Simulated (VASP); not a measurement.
The system is MgO.

```
Mg O
1.0
     2.97994    0.00000    0.00000
    -1.48997    2.58070    0.00000
     0.00000    0.00000    4.86621
Mg O
2 2
Cartesian
  0.0000 0.0000 0.0000
  0.0000 0.0000 2.4331
  0.0000 1.7205 1.2166
  1.4900 0.8602 3.6497
```

The cell was built by a generator and needn't be a form met in nature.

| Item | Value |
| --- | --- |
| Program | VASP 6.6.1 |
| Task | relaxation of cell and atoms |
| Functional | PBEsol |
| Potentials or basis | VASP PAW PBE potentials, release 64 (Mg, O) |
| Cutoff | 600 eV |
| k mesh | 12 × 12 × 6 |
| Occupations | gaussian, width 0.02 eV |
| Spin | no spin polarisation |

At the start: pressure 2.6 GPa; volume 9.36 Å³/atom.

Q: Where does the relaxation end?

A: Over 7 steps the energy falls by 41.3 meV/atom and the volume is 9.46 Å³/atom (+1.1 %); space group P6_3/mmc (No. 194, to 0.05 Å).

Step by step:
| step | energy change (eV) | largest force (eV/Å) | pressure (GPa) | volume (Å³) |
| --- | --- | --- | --- | --- |
| 1 | 0.0000 | 0.0000 | 2.63 | 37.42 |
| 2 | -0.1515 | 0.0000 | -1.46 | 38.17 |
| 3 | -0.1648 | 0.0000 | -0.72 | 38.01 |
| 4 | -0.1648 | 0.0000 | -0.77 | 38.02 |
| 5 | -0.1651 | 0.0000 | 0.14 | 37.80 |
| 6 | -0.1652 | 0.0000 | -0.06 | 37.85 |
| 7 | -0.1652 | 0.0000 | 0.02 | 37.83 |

Final structure:
```
Mg O
1.0
     2.92490    0.00000    0.00000
    -1.46245    2.53303    0.00000
     0.00000    0.00000    5.10606
Mg O
2 2
Direct
  0.00000 0.00000 0.00000
  0.00000 0.00000 0.50000
  0.33333 0.66667 0.25000
  0.66667 0.33333 0.75000
```

Caveat: the PAW data sets were made with another functional, which shifts forces and pressure a little.
